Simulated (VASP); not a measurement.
# KI: from the relaxed cell to its vibrations, part 2 of 2

What lattice, stiffness and vibrations does KI have at one level of theory? The starting structure is a measured crystal structure from the Crystallography Open Database. All runs use LDA.

VASP 6.6.1.

So far. Step 3 (Elastic constants): The elastic tensor has C11 = 40.5, C12 = 3.9, C44 = 3.5 GPa; its Hill averages are a bulk modulus of 16.1 and a shear modulus of 7.3 GPa. Step 4 (Modes of the relaxed cell): The zone-centre modes at 39.781 Å³ an atom are T1u 115.0 cm⁻¹.

**5. Modes at 0.97 of that volume**

Level of this step: LDA; plane waves and PAW (I, K_sv) (VASP).

Shape and positions were first relaxed at this volume, in a run that isn't shown.

Contents of INCAR:

```
SYSTEM = KI
PREC = Accurate
ENCUT = 500
EDIFF = 1E-08
NELM = 100
ISMEAR = 0
SIGMA = 0.03
LREAL = .FALSE.
ALGO = Normal
GGA = CA
NBANDS = 14
LORBIT = 11
LWAVE = .FALSE.
LCHARG = .FALSE.
KPAR = 4
IBRION = 8
LEPSILON = .TRUE.
LPEAD = .TRUE.
ISIF = 2
```

Contents of POSCAR:

```
KI
1.0
    0.0000000000      3.3792189042      3.3792189042
    3.3792189042      0.0000000000      3.3792189042
    3.3792189042      3.3792189042      0.0000000000
I K
1 1
Direct
    0.5000000000      0.5000000000      0.5000000000
    0.0000000000      0.0000000000      0.0000000000
```

Contents of KPOINTS:

```
Automatic mesh
0
Gamma
10 10 10
0 0 0
```

The projector-augmented-wave data sets are I and K_sv (LDA family, release 64).

Run with:

```sh
mpirun -np 4 vasp_std
```

What it wrote:

```text
[... set-up lines as in an earlier step ...]
 entering main loop
       N       E                     dE             d eps       ncg     rms          rms(c)
DAV:   1     0.916218517598E+02    0.91622E+02   -0.64908E+03  1316   0.961E+02
DAV:   2    -0.792121591704E+00   -0.92414E+02   -0.86421E+02  1630   0.241E+02
DAV:   3    -0.601765013704E+01   -0.52255E+01   -0.52011E+01  1872   0.479E+01
DAV:   4    -0.624466763868E+01   -0.22702E+00   -0.22692E+00  2098   0.936E+00
[...]
DAV:  13    -0.616224039996E+01   -0.92924E-07   -0.16669E-07  1654   0.314E-03    0.524E-03
DAV:  14    -0.616224040457E+01   -0.46159E-08   -0.10618E-07  1490   0.165E-03    0.195E-03
DAV:  15    -0.616224040082E+01    0.37528E-08   -0.13356E-08  1128   0.711E-04
   1 F= -.61622404E+01 E0= -.61622404E+01  d E =-.225724E-18
 Linear response reoptimize wavefunctions to high precision
DAV:   1    -0.616224040093E+01   -0.10664E-09   -0.11374E-09  1090   0.274E-04
DAV:   2    -0.616224040093E+01    0.11369E-11   -0.19293E-10   700   0.119E-04
 Linear response to external field (no local field effect), progress :
[...]
RMM:  15    -0.864190165110E-01    0.68373E-08    0.10010E-08  5757   0.281E-06    0.247E-06
 first order change of Fermi-energy  -0.13021E-03
 force on displaced ion       1 direction 1 :  -1.662   0.000   0.000
 Born effective charge ion    1 direction 1 :  -1.095   0.000   0.000
 Linear response progress:
  Degree of freedom:   2/  2
       N       E                     dE             d eps       ncg     rms          rms(c)
RMM:   1    -0.311349572194E+00   -0.31135E+00    0.22535E-01  4325   0.440E+00
RMM:   2    -0.308566769588E+00    0.27828E-02   -0.31263E-02  5277   0.115E+00    0.353E-02
RMM:   3    -0.310713155838E+00   -0.21464E-02   -0.49637E-03  6226   0.342E-01    0.352E-02
RMM:   4    -0.310816874823E+00   -0.10372E-03   -0.17860E-04  6475   0.698E-02    0.297E-02
[...]
RMM:  14    -0.310837749700E+00    0.12466E-06    0.67661E-08  6550   0.599E-05    0.894E-06
RMM:  15    -0.310837762629E+00   -0.12929E-07   -0.33983E-08  6772   0.347E-05    0.331E-06
RMM:  16    -0.310837763398E+00   -0.76942E-09    0.78534E-09  6345   0.223E-05    0.211E-06
 first order change of Fermi-energy   0.36438E-04
 force on displaced ion       2 direction 1 :  -1.664   0.000   0.000
 Born effective charge ion    2 direction 1 :   1.095   0.000   0.000
 Born effective charges drift removed
 Linear response finished
```

It took 2 min on 4 MPI ranks of Intel Xeon 6975P-C (Granite Rapids), shared host; peak memory 2.2 GiB; 7.9 min of CPU time.

OUTCAR, selected parts (step 5):

```text
  Total        0.2502260      0.2502260      0.2502260     -0.0000000     -0.0000000      0.0000000
  in kB        5.1947428      5.1947428      5.1947428     -0.0000000     -0.0000000      0.0000000
  external PRESSURE =       5.1947428 kB  Pullay stress =       0.0000000 kB

 POSITION                                       TOTAL-FORCE (eV/Angst)
 -----------------------------------------------------------------------------------
      3.37922      3.37922      3.37922         0.000000      0.000000      0.000000
      0.00000      0.00000      0.00000        -0.000000     -0.000000     -0.000000
 -----------------------------------------------------------------------------------
    total drift:                                0.000000      0.000000      0.000000

 MACROSCOPIC STATIC DIELECTRIC TENSOR (including local field effects in DFT)
 ------------------------------------------------------
           3.170641     0.000000    -0.000000
           0.000000     3.170641    -0.000000
           0.000000     0.000000     3.170641
 ------------------------------------------------------

 MACROSCOPIC STATIC DIELECTRIC TENSOR IONIC CONTRIBUTION
 ------------------------------------------------------
           1.689783    -0.000000    -0.000000
          -0.000000     1.689783     0.000000
          -0.000000     0.000000     1.689783
 ------------------------------------------------------

[... 1 part as in an earlier step ...]

[... 1 further part left out ...]
```

The zone-centre modes at 38.588 Å³ an atom are T1u 123.0 cm⁻¹.

**6. Modes at 1.03 of that volume**

Shape and positions were first relaxed at this volume, in a run that isn't shown.

INCAR is that of step 5.

Contents of POSCAR:

```
KI
1.0
    0.0000000000      3.4475043505      3.4475043505
    3.4475043505      0.0000000000      3.4475043505
    3.4475043505      3.4475043505      0.0000000000
I K
1 1
Direct
    0.5000000000      0.5000000000      0.5000000000
    0.0000000000      0.0000000000      0.0000000000
```

KPOINTS is that of step 5.

Run with:

```sh
mpirun -np 4 vasp_std
```

What it wrote:

```text
[... set-up lines as in an earlier step ...]
 entering main loop
       N       E                     dE             d eps       ncg     rms          rms(c)
DAV:   1     0.919726940548E+02    0.91973E+02   -0.63826E+03  1316   0.948E+02
DAV:   2    -0.451267481504E+00   -0.92424E+02   -0.85297E+02  1672   0.237E+02
DAV:   3    -0.598104839569E+01   -0.55298E+01   -0.55013E+01  1846   0.487E+01
DAV:   4    -0.625185022864E+01   -0.27080E+00   -0.27069E+00  2156   0.102E+01
[...]
DAV:  13    -0.616290074377E+01   -0.11784E-06   -0.19980E-07  1676   0.314E-03    0.605E-03
DAV:  14    -0.616290072832E+01    0.15449E-07   -0.11873E-07  1622   0.180E-03    0.684E-04
DAV:  15    -0.616290072892E+01   -0.60095E-09   -0.69447E-09  1028   0.556E-04
   1 F= -.61629007E+01 E0= -.61629007E+01  d E =-.103674E-22
 Linear response reoptimize wavefunctions to high precision
DAV:   1    -0.616290072899E+01   -0.70486E-10   -0.10429E-09  1098   0.252E-04
DAV:   2    -0.616290072901E+01   -0.18645E-10   -0.20516E-10   694   0.116E-04
 Linear response to external field (no local field effect), progress :
[...]
RMM:  15    -0.868866672132E-01    0.19997E-08   -0.20068E-08  5912   0.303E-06    0.320E-06
 first order change of Fermi-energy  -0.11918E-03
 force on displaced ion       1 direction 1 :  -1.262   0.000   0.000
 Born effective charge ion    1 direction 1 :  -1.117   0.000   0.000
 Linear response progress:
  Degree of freedom:   2/  2
       N       E                     dE             d eps       ncg     rms          rms(c)
RMM:   1    -0.311454594385E+00   -0.31145E+00    0.21446E-01  4288   0.428E+00
RMM:   2    -0.309318165646E+00    0.21364E-02   -0.30324E-02  5292   0.112E+00    0.349E-02
RMM:   3    -0.311489313088E+00   -0.21711E-02   -0.49936E-03  6208   0.336E-01    0.371E-02
RMM:   4    -0.311587421370E+00   -0.98108E-04   -0.15258E-04  6454   0.658E-02    0.315E-02
[...]
RMM:  13    -0.311606015889E+00    0.13338E-06    0.32857E-08  6704   0.789E-05    0.642E-06
RMM:  14    -0.311606004901E+00    0.10988E-07    0.98761E-08  6872   0.489E-05    0.559E-06
RMM:  15    -0.311606001182E+00    0.37192E-08    0.23869E-08  6560   0.299E-05    0.566E-06
 first order change of Fermi-energy   0.42116E-04
 force on displaced ion       2 direction 1 :  -1.265   0.000   0.000
 Born effective charge ion    2 direction 1 :   1.117   0.000   0.000
 Born effective charges drift removed
 Linear response finished
```

Run time: 2.2 min. Hardware: 4 MPI ranks; peak memory 2.3 GiB; 8.8 min of CPU time.

OUTCAR, selected parts (step 6):

```text
  Total       -0.2280967     -0.2280967     -0.2280967     -0.0000000      0.0000000     -0.0000000
  in kB       -4.4594894     -4.4594894     -4.4594894     -0.0000000      0.0000000     -0.0000000
  external PRESSURE =      -4.4594894 kB  Pullay stress =       0.0000000 kB

 POSITION                                       TOTAL-FORCE (eV/Angst)
 -----------------------------------------------------------------------------------
      3.44750      3.44750      3.44750        -0.000000     -0.000000      0.000000
      0.00000      0.00000      0.00000         0.000000      0.000000      0.000000
 -----------------------------------------------------------------------------------
    total drift:                                0.000000      0.000000      0.000000

 MACROSCOPIC STATIC DIELECTRIC TENSOR (including local field effects in DFT)
 ------------------------------------------------------
           3.066022     0.000000    -0.000000
           0.000000     3.066022    -0.000000
           0.000000     0.000000     3.066022
 ------------------------------------------------------

 MACROSCOPIC STATIC DIELECTRIC TENSOR IONIC CONTRIBUTION
 ------------------------------------------------------
           2.179772     0.000000     0.000000
           0.000000     2.179772     0.000000
           0.000000     0.000000     2.179772
 ------------------------------------------------------

[... 1 part as in an earlier step ...]

[... 1 further part left out ...]
```

The zone-centre modes at 40.975 Å³ an atom are T1u 107.3 cm⁻¹.

**7. The runs compared**

```
                         run  volume (Å³/atom)    T1u  core minutes
                  relaxation            39.781      -         0.213
           elastic constants            39.781      -          8.54
   modes of the relaxed cell            39.781  115.0          8.74
modes at 0.97 of that volume            38.588  123.0          8.07
modes at 1.03 of that volume            40.975  107.3          8.93
```

Modes are in cm⁻¹, degenerate ones as one, matched by symmetry and order. A number in brackets counts the listed modes of one symmetry from the lowest. The symmetry labels come from an automatic analysis and can be wrong where levels nearly coincide. Core minutes are wall time times ranks of the run shown, on a shared host.

**8. Results**

```json
{"relaxed volume": "39.78 Å³/atom", "bulk modulus from two volumes": "16.0 GPa", "Hill shear modulus": "7.32 GPa", "mode T1u": "115.0 cm⁻¹", "Grüneisen parameter of T1u": "2.28"}
```

In words: At the LDA level KI relaxes to 39.78 Å³ an atom. The bulk modulus is 16.0 GPa from the pressures at two volumes and 16.1 GPa as the Hill average of the elastic tensor, so the two routes agree. The mode Grüneisen parameters, from the cells at 0.97 and 1.03 of the volume, come to 2.28 (T1u). The dielectric constants and Born charges in the logs aren't compared here; at a small gap they can be far off, and in a run without a gap they mean nothing. The frequencies are harmonic, and the splitting of polar modes by their long-range field is left out. All values are for a static lattice. Further runs on this material are not shown.

[Lines on the potential files, build, host, timing and source positions are cut from VASP's logs without a mark.]

[Logs are printed without paths, hosts, clocks, repeated set-up lines and the standing remarks that a program may print on its own settings, such as how far it seeks lower states.]

[Hosts, paths, dates, database ids (printed as entryN), source tags and the programs' standing remarks are cut or masked in the printed files.]
